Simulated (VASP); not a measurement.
A VASP 6.6.1 single-point calculation on BeTe

INCAR

```
LASPH = .TRUE.
NSW = 0
ENCUT = 520
ISIF = 2
LCHARG = .FALSE.
METAGGA = R2SCAN
PREC = Accurate
LWAVE = .FALSE.
IBRION = -1
SIGMA = 0.01
NBANDS = 11
NELM = 51
AMIX = 0.4
IMIX = 1
LREAL = .FALSE.
EDIFF = 1E-7
ISMEAR = 0
ALGO = Normal
```

KPOINTS

```
KPOINTS created by Atomic Simulation Environment
0
Gamma
8 8 8
0 0 0
```

POSCAR

```
Be Te
 1.0000000000000000
     0.0000000000000000    2.7720511529000000    2.7720511529000000
     2.7720511529000000    0.0000000000000000    2.7720511529000000
     2.7720511529000000    2.7720511529000000    0.0000000000000000
 Be  Te
   1   1
Cartesian
  0.0000000000000000  0.0000000000000000  0.0000000000000000
  1.3860255764500002  1.3860255764500002  1.3860255764500002
```

The recommended PBE PAW datasets give the neutral cell 8 valence electrons.

Command

```
mpirun -np 1 vasp_std
```

OSZICAR

```
N       E                     dE             d eps       ncg     rms          rms(c)
DAV:   1    -0.450180951919E+01   -0.45018E+01   -0.34446E+03   638   0.609E+02
DAV:   2    -0.307453401953E+02   -0.26244E+02   -0.25405E+02   800   0.950E+01
DAV:   3    -0.317582581964E+02   -0.10129E+01   -0.10117E+01   864   0.202E+01
DAV:   4    -0.317668953487E+02   -0.86372E-02   -0.86366E-02   751   0.210E+00
DAV:   5    -0.317670449532E+02   -0.14960E-03   -0.14960E-03   874   0.271E-01    0.501E+00
DAV:   6    -0.306565202982E+02    0.11105E+01   -0.19767E-01   686   0.276E+00    0.355E+00
DAV:   7    -0.306488792254E+02    0.76411E-02   -0.24547E-02   800   0.907E-01    0.231E+00
DAV:   8    -0.306475756695E+02    0.13036E-02   -0.74583E-03   823   0.532E-01    0.150E+00
DAV:   9    -0.306479829376E+02   -0.40727E-03   -0.27431E-03   769   0.330E-01    0.995E-01
DAV:  10    -0.306485224864E+02   -0.53955E-03   -0.10704E-03   754   0.215E-01    0.657E-01
DAV:  11    -0.306488925947E+02   -0.37011E-03   -0.41900E-04   771   0.138E-01    0.432E-01
DAV:  12    -0.306491045144E+02   -0.21192E-03   -0.16918E-04   789   0.901E-02    0.281E-01
DAV:  13    -0.306492159098E+02   -0.11140E-03   -0.70004E-05   747   0.594E-02    0.183E-01
DAV:  14    -0.306492715821E+02   -0.55672E-04   -0.29556E-05   771   0.394E-02    0.118E-01
DAV:  15    -0.306492984387E+02   -0.26857E-04   -0.12651E-05   732   0.262E-02    0.760E-02
DAV:  16    -0.306493110267E+02   -0.12588E-04   -0.55241E-06   774   0.176E-02    0.488E-02
DAV:  17    -0.306493167640E+02   -0.57373E-05   -0.24282E-06   741   0.118E-02    0.312E-02
DAV:  18    -0.306493192936E+02   -0.25296E-05   -0.10815E-06   768   0.792E-03    0.199E-02
DAV:  19    -0.306493203580E+02   -0.10644E-05   -0.48338E-07   735   0.532E-03    0.127E-02
DAV:  20    -0.306493207716E+02   -0.41356E-06   -0.21799E-07   732   0.360E-03    0.805E-03
DAV:  21    -0.306493209071E+02   -0.13557E-06   -0.98414E-08   671   0.242E-03    0.511E-03
DAV:  22    -0.306493209317E+02   -0.24599E-07   -0.43242E-08   343   0.164E-03
   1 F= -.30649321E+02 E0= -.30649321E+02  d E =-.277474E-20
```

From OUTCAR

```
k-points           NKPTS =     29   k-points in BZ     NKDIM =     29   number of bands    NBANDS=     11

   NELECT =       8.0000    total number of electrons

   dimension x,y,z NGX =    30 NGY =   30 NGZ =   30
   dimension x,y,z NGXF=    60 NGYF=   60 NGZF=   60

  energy-cutoff  :      520.00
  volume of cell :       42.60
      direct lattice vectors                 reciprocal lattice vectors
     0.000000000  2.772051153  2.772051153    -0.180371852  0.180371852  0.180371852
     2.772051153  0.000000000  2.772051153     0.180371852 -0.180371852  0.180371852
     2.772051153  2.772051153  0.000000000     0.180371852  0.180371852 -0.180371852

 k-points in reciprocal lattice and weights: KPOINTS created by Atomic Simulation Env
   0.00000000  0.00000000  0.00000000       0.002
   0.12500000  0.00000000  0.00000000       0.016
   0.25000000  0.00000000  0.00000000       0.016
   0.37500000  0.00000000  0.00000000       0.016
   0.50000000  0.00000000  0.00000000       0.008
   0.12500000  0.12500000  0.00000000       0.012
   0.25000000  0.12500000  0.00000000       0.047
   0.37500000  0.12500000  0.00000000       0.047
   ...

 E-fermi :   5.5490

 k-point     1 :       0.0000    0.0000    0.0000
  band No.  band energies     occupation
      1      -7.6397      2.00000
      2       5.4882      2.00000
      3       5.4882      2.00000
      4       5.4882      2.00000
      5       9.4489      0.00000
      6       9.4489      0.00000
      7       9.4489      0.00000
      8      10.3761      0.00000
      9      14.6126      0.00000
     10      16.3247      0.00000
     11      16.3247      0.00000

 k-point     2 :       0.1250    0.0000    0.0000
  band No.  band energies     occupation
      1      -7.4716      2.00000
      2       4.0925      2.00000
      3       5.2259      2.00000
      4       5.2259      2.00000
      5       9.5734      0.00000
      6       9.8318      0.00000
      7       9.8318      0.00000
      8      11.5361      0.00000
      9      15.0691      0.00000
     10      15.3733      0.00000
     11      15.3733      0.00000

 k-point     3 :       0.2500    0.0000    0.0000
  band No.  band energies     occupation
      1      -7.0037      2.00000
      2       1.8961      2.00000
      3       4.7381      2.00000
      4       4.7381      2.00000
      5       9.3965      0.00000
      6      10.4059      0.00000
      7      10.4059      0.00000
      8      13.4652      0.00000
      9      15.1043      0.00000
     10      15.1043      0.00000
     11      15.3946      0.00000

 k-point     4 :       0.3750    0.0000    0.0000
  band No.  band energies     occupation
      1      -6.3959      2.00000
      2       0.1253      2.00000
      3       4.3636      2.00000
      4       4.3636      2.00000
      5       9.2313      0.00000
      6      10.5170      0.00000
      7      10.5170      0.00000
      8      14.0407      0.00000
      9      16.3062      0.00000
     10      16.3062      0.00000
     11      16.3456      0.00000

 k-point     5 :       0.5000    0.0000    0.0000
  band No.  band energies     occupation
      1      -6.0697      2.00000
      2      -0.6015      2.00000
      3       4.2292      2.00000
      4       4.2292      2.00000
      5       9.1717      0.00000
      6      10.4679      0.00000
      7      10.4679      0.00000
      8      13.9479      0.00000
      9      17.5068      0.00000
     10      17.9597      0.00000
     11      17.9597      0.00000

 ...

  Total        1.1405612      1.1405612      1.1405612      0.0000000      0.0000000      0.0000000
  in kB       42.8938942     42.8938942     42.8938942      0.0000000      0.0000000      0.0000000
  external PRESSURE =      42.8938942 kB  Pullay stress =       0.0000000 kB

 POSITION                                       TOTAL-FORCE (eV/Angst)
 -----------------------------------------------------------------------------------
      0.00000      0.00000      0.00000         0.000000      0.000000      0.000000
      1.38603      1.38603      1.38603        -0.000000     -0.000000     -0.000000
 -----------------------------------------------------------------------------------
    total drift:                                0.000000      0.000000      0.000000

  FREE ENERGIE OF THE ION-ELECTRON SYSTEM (eV)
  ---------------------------------------------------
  free  energy   TOTEN  =       -30.6493209317 eV

  energy  without entropy=      -30.6493209317  energy(sigma->0) =      -30.64932093
```

It converged. Results: gap between bands v and c on the k mesh 2.21 eV; least direct gap on the k mesh 3.96 eV; pressure 4.3 GPa. Band v is the last that the valence electrons fill when counted band by band, and c is the next.

For comparison, a separate r²SCAN run of the intended cell, on usual settings and not on those above, gives a gap of 2.21 eV on its mesh and a pressure of 4.3 GPa.

The run above took about 72 s on one core of a shared host (Intel Xeon Platinum 8488C) and held 0.17 GiB at most.
